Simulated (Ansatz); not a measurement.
Runs of Ansatz 0.2.0 on Pt. The typed cell holds 1 atom: a = 2.743 Å, b = 2.761 Å, c = 2.721 Å, α = 109.34°, β = 109.59°, γ = 109.30°. This isn't the form of Pt at room conditions, which is fcc.

```tsv
task	level	spin	k mesh	cutoff (eV)	points for each segment of the path	gap on the mesh (eV)	pressure (GPa)
single point	r2SCAN0	off	6 × 6 × 6	500	-	none	(b)
band structure	HSE03	off	6 × 6 × 6	420	4	none	-8.2
single point	HSE06	SOC, no magnetisation	5 × 5 × 5	420	-	none	(a)
single point	r2SCANh	off	6 × 6 × 6	500	-	none	-8.5
band structure	HSEsol	off	6 × 6 × 6	420	4	none	-14.8
```

Alike in all rows: potentials or basis Ansatz PAW; cell sheared at random, sigma 0.01, atoms nudged by 0.01 Å; smearing fermi-dirac 0.05 eV; the mesh is coarse, so values aren't converged.

Problem. Estimate the missing entries.

Solution. (a) -6.8; (b) -11.8.

Caveats: all runs use coarse meshes; the PAW data sets come from PBE, with cores solved anew for the run's functional, which leaves a small shift of forces and pressure; the thresholds are loose for stress; spin-orbit coupling is left out, which moves the levels of the heavy elements (some runs).

A k mesh can miss the band edges, and rows without SOC leave out spin-orbit coupling on Pt.

A gap of «none» marks a metal or a gap under the smearing width.
